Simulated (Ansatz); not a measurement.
TiSi:

```
Ti Si
1.0
     1.81618   -2.11762    0.00000
     1.81618    2.11762    0.00000
     0.00000    0.00000    3.80393
Ti Si
1 1
Direct
  0.50000 0.50000 0.00000
  0.00000 0.00000 0.50000
```

The cell comes from a database or a generator and needn't be the stable form of this composition.

A run of Ansatz 0.2.0 on this cell left the log below. Logs are shortened: lines on timing, memory, paths and dates and some standing lists are left out, and cuts for length are marked.

```text
Warning: RAYON_NUM_THREADS=2 ignored (pool sized by the plan → 2); use --threads N
Engine: ansatz 0.2.0, x86_64-unknown-linux-gnu
Pseudopotentials: kind: paw
Pseudopotential: Ti, paw, valence charge 12, recommended cutoff 420 eV (normal), Ti.paw.azcp
Pseudopotential: Si, paw, valence charge 4, recommended cutoff 420 eV (normal), Si.paw.azcp
Functional definition: PBEsol
  exchange = pbesol_x
  correlation = pbesol_c
Crystal: 2 atoms, lattice volume = 29.260 Å³
Basis set: ecut = 420 eV, 573 PW (Γ), exchange–correlation on 40×40×54 points (8 copies of the dense FFT grid, shifted against one another)
Bands: 12, of which v1, the nominal top of the filled ones, is band 8 counted from 1 (7 counted from 0)
Symmetry: 8 space group operations
Space group: Cmmm (ITA 65), of the structure as read, at distance tolerance 3.1e-5 Å
k-points: 84 of 384
Non-local potential: Ti, projectors of the file, l = 0: 3, l = 1: 2, l = 2: 3, l = 3: 1
Non-local potential: Si, projectors of the file, l = 0: 2, l = 1: 2, l = 2: 2
PAW form: soft (Blöchl's): semilocal exchange-correlation on the pseudo side does not see the compensation charge
PAW frozen core: Ti, regenerated for the run's functional, and the local potential with it (the file was generated under x = pbe(κ = 0.804, μ = 0.2195149727645171), c = pbe(β = 0.06672455060314922))
PAW frozen core: Si, regenerated for the run's functional, and the local potential with it (the file was generated under x = pbe(κ = 0.804, μ = 0.2195149727645171), c = pbe(β = 0.06672455060314922))
PAW one-centre angular grid: Ti, 590 points (default); XC on 64 Gauss nodes
PAW one-centre angular grid: Si, 110 points (default); XC on 64 Gauss nodes
[... 174 lines left out ...]
--- Elastic constants: 6 strain directions × 2 members + reference (group order 8) ---
  dense FFT box of the reference and of every strained cell: 20×20×27
  strains applied: 11, 22, 33, 23, 13, 12; error gains: componentwise 1.00 (the most a stress slope's error grows in a printed constant), spectral 1.00 (1 for all six strains in a standard setting)
  C = ∂σ_k/∂η_j (tension-positive GPa; Voigt order 11 22 33 23 13 12):
       204.256     91.233    119.822      0.000      0.000      0.000
        89.151    121.731     88.406      0.000      0.000      0.000
       119.638     90.362    235.980      0.000      0.000      0.000
         0.000      0.000      0.000     -7.588      0.000      0.000
         0.000      0.000      0.000      0.000    147.318      0.000
         0.000      0.000      0.000      0.000      0.000     60.498
  reference stress σ⁰ (GPa):      3.360      5.533      3.558     -0.000     -0.000     -0.000
  C* (energy form; C + prestress term) asymmetry max|C*_kj − C*_jk| = 9.055e-2 GPa — a small one proves nothing (zero by symmetry where the batch's group is 432, −43m or m−3m); a large one is finite-difference/SCF noise where every solve meets its electron count
  moduli (Voigt/Reuss/Hill, GPa): K = 128.95/112.55/120.75   G = 57.56/-87.16/-14.80   E = -46.30   ν = 0.564
  mechanically stable: NO (min eigenvalue of sym C = -7.59 GPa)
  strain η (Voigt 11):  stress-route row diagonal C_11 = 204.26 GPa, energy-path curvature d²(F+E_count+ΔE)/dδ²/Ω₀ = 204.34 GPa
         δ    σ_11 (GPa)             F (eV)   n_scf  n_hpsi   n_pw
    -2.000e-3       2.9494       -3096.6196597       7   17909    582   relax 0 steps, max|allowed force component| 0.00e0 eV/Å
     2.000e-3       3.7664       -3096.6172062       6   15448    582   relax 0 steps, max|allowed force component| 6.41e-30 eV/Å
  strain η (Voigt 22):  stress-route row diagonal C_22 = 121.73 GPa, energy-path curvature d²(F+E_count+ΔE)/dδ²/Ω₀ = 121.67 GPa
         δ    σ_22 (GPa)             F (eV)   n_scf  n_hpsi   n_pw
    -2.000e-3       5.2900       -3096.6204844       7   17841    582   relax 0 steps, max|allowed force component| 1.26e-29 eV/Å
     2.000e-3       5.7770       -3096.6164434       6   15649    582   relax 0 steps, max|allowed force component| 3.73e-29 eV/Å
  strain η (Voigt 33):  stress-route row diagonal C_33 = 235.98 GPa, energy-path curvature d²(F+E_count+ΔE)/dδ²/Ω₀ = 235.89 GPa
         δ    σ_33 (GPa)             F (eV)   n_scf  n_hpsi   n_pw
    -2.000e-3       3.0844       -3096.6197209       7   17677    582   relax 0 steps, max|allowed force component| 1.24e-29 eV/Å
     2.000e-3       4.0283       -3096.6171223       6   15527    582   relax 0 steps, max|allowed force component| 3.81e-29 eV/Å
  strain η (Voigt 23):  stress-route row diagonal C_44 = -7.59 GPa, energy-path curvature d²(F+E_count+ΔE)/dδ²/Ω₀ = -9.85 GPa
         δ    σ_23 (GPa)             F (eV)   n_scf  n_hpsi   n_pw
    -2.000e-3       0.0152       -3096.6185117       7   22461    582   relax 0 steps, max|allowed force component| 7.38e-29 eV/Å
     2.000e-3      -0.0152       -3096.6185117       6   20442    582   relax 0 steps, max|allowed force component| 7.38e-29 eV/Å
  strain η (Voigt 13):  stress-route row diagonal C_55 = 147.32 GPa, energy-path curvature d²(F+E_count+ΔE)/dδ²/Ω₀ = 145.62 GPa
         δ    σ_13 (GPa)             F (eV)   n_scf  n_hpsi   n_pw
    -2.000e-3      -0.2946       -3096.6184547       7   22881    582   relax 0 steps, max|allowed force component| 6.31e-30 eV/Å
     2.000e-3       0.2946       -3096.6184547       6   21144    582   relax 0 steps, max|allowed force component| 6.31e-30 eV/Å
  strain η (Voigt 12):  stress-route row diagonal C_66 = 60.50 GPa, energy-path curvature d²(F+E_count+ΔE)/dδ²/Ω₀ = 58.27 GPa
         δ    σ_12 (GPa)             F (eV)   n_scf  n_hpsi   n_pw
    -2.000e-3      -0.1210       -3096.6184872       7   26942    582   relax 0 steps, max|allowed force component| 7.48e-29 eV/Å
     2.000e-3       0.1210       -3096.6184872       6   26922    582   relax 0 steps, max|allowed force component| 7.47e-29 eV/Å
```

Q: Write the input and the command behind it.

A: Elastic constants with PBEsol, no spin polarisation. The files as run (others can give the same):

input.yaml
```yaml
crystal:
  lattice:
    - [1.816178, -2.117624, 0.0]
    - [1.816178, 2.117624, 0.0]
    - [0.0, 0.0, 3.803934]
  atoms:
    - { symbol: Ti, position: [0.5, 0.5, 0.0] }
    - { symbol: Si, position: [0.0, 0.0, 0.5] }
hamiltonian:
  xc: pbesol
  pseudopotentials: { kind: paw }
kpoints:
  mp_grid: { grid: [8, 8, 6] }
scf:
  occupations: { method: fermi_dirac, width: 0.05 }
output:
  forces: true
  stress: true
elastic:
  mode: relaxed_ion
  stencil: two_point
```

Potentials or basis: Ansatz PAW.
Command:
```bash
$ ansatz run input.yaml --threads 2 --pin off --max-ram 5632MiB --backend cpu --events-out ev --progress --plain --runs-dir out
```

Caveat: the cell is more than 3 GPa from zero pressure, which shifts response properties; the elastic tensor has a negative eigenvalue, so either the cell is unstable as it stands or the mesh is too thin; the PAW data sets come from PBE, with cores solved anew for the run's functional, which leaves a small shift of forces and pressure.
